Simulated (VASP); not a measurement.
# CsPbCl₃: convergence, self-consistent run

CsPbCl₃, Pm-3m (no. 221), 5 atoms in the cell. PBE; PAW potentials Pb_d, Cs_sv, Cl (PBE set). VASP 6.6.1.

Wanted: levels at the zone centre within 0.01 eV.

What the run is for: levels; Accuracy asked: standard.

Levels at the zone centre: counted from the valence top at that point.

POSCAR:
```
CsPbCl3
1.0
    5.6050000000      0.0000000000      0.0000000000
    0.0000000000      5.6050000000      0.0000000000
    0.0000000000      0.0000000000      5.6050000000
Pb Cs Cl
1 1 3
Direct
    0.5000000000      0.5000000000      0.5000000000
    0.0000000000      0.0000000000      0.0000000000
    0.5000000000      0.0000000000      0.5000000000
    0.0000000000      0.5000000000      0.5000000000
    0.5000000000      0.5000000000      0.0000000000
```

The series start from Plane-wave cutoff (eV): 340; k-point mesh: 4 × 4 × 4; Precision mode (PREC): Accurate; Electronic threshold (eV): 1e-6; Bands in all (NBANDS): 35; Aspherical gradient terms in the spheres (LASPH): yes; Electronic algorithm: ALGO=Normal; Delay and inner steps: defaults; Placing of the Fermi level (EFERMI): EFERMI=MIDGAP. Each series keeps the choices made before it, and each single choice may use up half of a tolerance.

## Plane-wave cutoff (eV)

| Plane-wave cutoff (eV) | Levels at the zone centre, largest deviation (eV) | SCF iterations | Time (s) |
|---|---|---|---|
| 210 | 0.019 | 13 | 16 |
| 260 | 0.006 | 13 | 20 |
| 300 | 0.002 | 13 | 22 |
| 340 | 0.002 | 13 | 34 |
| 390 | 0.002 | 13 | 33 |
| 460 | 0.000 | 13 | 42 |
| 550 | 0.000 | 13 | 68 |
| 690 (reference) | 0.000 | 13 | 76 |

Chosen: 300, the loosest value from which every tighter one stays within half of the tolerance.

## k-point mesh

| k-point mesh | Levels at the zone centre, largest deviation (eV) | SCF iterations | Time (s) |
|---|---|---|---|
| 2 × 2 × 2 | 0.047 | 13 | 12 |
| 3 × 3 × 3 | 0.011 | 13 | 18 |
| 4 × 4 × 4 | 0.004 | 13 | 22 |
| 5 × 5 × 5 | 0.002 | 13 | 24 |
| 6 × 6 × 6 (reference) | 0.000 | 13 | 43 |

Chosen: 4 × 4 × 4.

## Precision mode (PREC)

| Precision mode (PREC) | Levels at the zone centre, largest deviation (eV) | SCF iterations | Time (s) |
|---|---|---|---|
| Low | 0.004 | 13 | 16 |
| SingleN | 0.001 | 13 | 16 |
| Normal | 0.001 | 13 | 20 |
| Accurate (reference) | 0.000 | 13 | 22 |

Chosen: Low.

## Electronic threshold (eV)

| Electronic threshold (eV) | Levels at the zone centre, largest deviation (eV) | SCF iterations | Time (s) |
|---|---|---|---|
| 0.001 | 0.002 | 10 | 15 |
| 0.0001 | 0.001 | 11 | 19 |
| 1e-5 | 0.001 | 12 | 18 |
| 1e-6 | 0.000 | 13 | 16 |
| 1e-7 | 0.000 | 14 | 22 |
| 1e-8 (reference) | 0.000 | 17 | 35 |

Chosen: 0.001.

## Bands in all (NBANDS)

| Bands in all (NBANDS) | Levels at the zone centre, largest deviation (eV) | SCF iterations | Time (s) |
|---|---|---|---|
| 23 | 0.006 | 10 | 14 |
| 24 | 0.006 | 10 | 11 |
| 26 | 0.004 | 10 | 12 |
| 28 | 0.002 | 10 | 14 |
| 35 | 0.003 | 10 | 15 |
| 48 (reference) | 0.000 | 10 | 22 |

Chosen: 26.

## Aspherical gradient terms in the spheres (LASPH)

| Aspherical gradient terms in the spheres (LASPH) | Levels at the zone centre, largest deviation (eV) | SCF iterations | Time (s) |
|---|---|---|---|
| yes | 0.000 | 10 | 12 |
| no | 0.000 | 10 | 9.4 |

Chosen: yes; no other choice that stays within half of the tolerance saves 30 % of the time.

## Electronic algorithm

| Electronic algorithm | Levels at the zone centre, largest deviation (eV) | SCF iterations | Time (s) |
|---|---|---|---|
| ALGO=Normal | 0.000 | 10 | 12 |
| ALGO=Fast | 0.019 | 11 | 12 |
| ALGO=VeryFast | 0.001 | 18 | 16 |
| ALGO=All ISEARCH=1 | 0.001 | 12 | 15 |
| ALGO=All ISEARCH=0 | 0.001 | 12 | 13 |
| ALGO=Damped TIME=0.4 | 0.001 | 16 | 15 |
| ALGO=Damped TIME=0.1 | 0.005 | 26 | 20 |
| ALGO=Old Fast | 0.012 | 10 | 14 |

Chosen: ALGO=Normal.

## Delay and inner steps

| Delay and inner steps | Levels at the zone centre, largest deviation (eV) | SCF iterations | Time (s) |
|---|---|---|---|
| defaults | 0.000 | 10 | 12 |
| NELMDL=-2 | 0.001 | 9 | 11 |
| NELMDL=-8 | 0.000 | 13 | 16 |
| NELMDL=-12 | 0.000 | 17 | 15 |
| NRMM=2 | 0.001 | 10 | 10 |
| NRMM=6 | 0.000 | 10 | 12 |
| WEIMIN=0.001 | 0.000 | 10 | 10 |

Chosen: defaults.

## Placing of the Fermi level (EFERMI)

| Placing of the Fermi level (EFERMI) | Levels at the zone centre, largest deviation (eV) | SCF iterations | Time (s) |
|---|---|---|---|
| EFERMI=MIDGAP | 0.000 | 10 | 12 |
| EFERMI=LEGACY | 0.000 | 10 | 12 |

Chosen: EFERMI=MIDGAP.

## All choices together

| Input | Levels at the zone centre, largest deviation (eV) | Time (s) |
|---|---|---|
| the program's defaults (naive) | 0.004 | 4.2 |
| chosen settings | 0.008 | 16 |
| reference settings throughout | 0.000 | 384 |

The tolerance is met.

Values of the reference run: Levels at the zone centre: 0, 0, 5.883 eV from the valence top at Gamma.

2 cheaper combinations failed this check first and made the worst setting one step tighter.

## The input

INCAR:
```
GGA      = PE             # functional
ISMEAR   = 0              # smearing method
SIGMA    = 0.03           # smearing width, eV
LWAVE    = F              # write WAVECAR
LCHARG   = F              # write CHGCAR
ISIF     = 2              # what is computed and relaxed
PREC     = SingleN        # precision mode
LASPH    = T              # aspherical terms in the spheres
LREAL    = F              # projectors in reciprocal space
ALGO     = Normal         # electronic algorithm
EDIFF    = 0.001          # SCF threshold, eV
NELM     = 120            # most SCF steps
GGA_COMPAT= F            
ENCUT    = 300            # plane-wave cutoff, eV
EFERMI   = MIDGAP       
NBANDS   = 28             # bands
```

KPOINTS:
```
Automatic mesh
0
Gamma
  4 4 4
  0 0 0
```

Commands:
```
cat potpaw_PBE.64/Pb_d/POTCAR potpaw_PBE.64/Cs_sv/POTCAR potpaw_PBE.64/Cl/POTCAR > POTCAR
mpirun -np 1 vasp_std > vasp.out
```

The naive input happens to agree within the tolerance here, in 4.2 s.

The chosen input took VASP 6.6.1 16 s on 1 core (AMD EPYC 7R43 (Zen 3)), a shared host.

## An input that fails: cutoff far too low

It runs to its end, but against the unchanged starting input it is off by 0.040 eV in the levels at the zone centre.

Changes against the starting input:
```
- NELM = 120
- ENCUT = 340
+ NELM = 73
+ ENCUT = 140
```
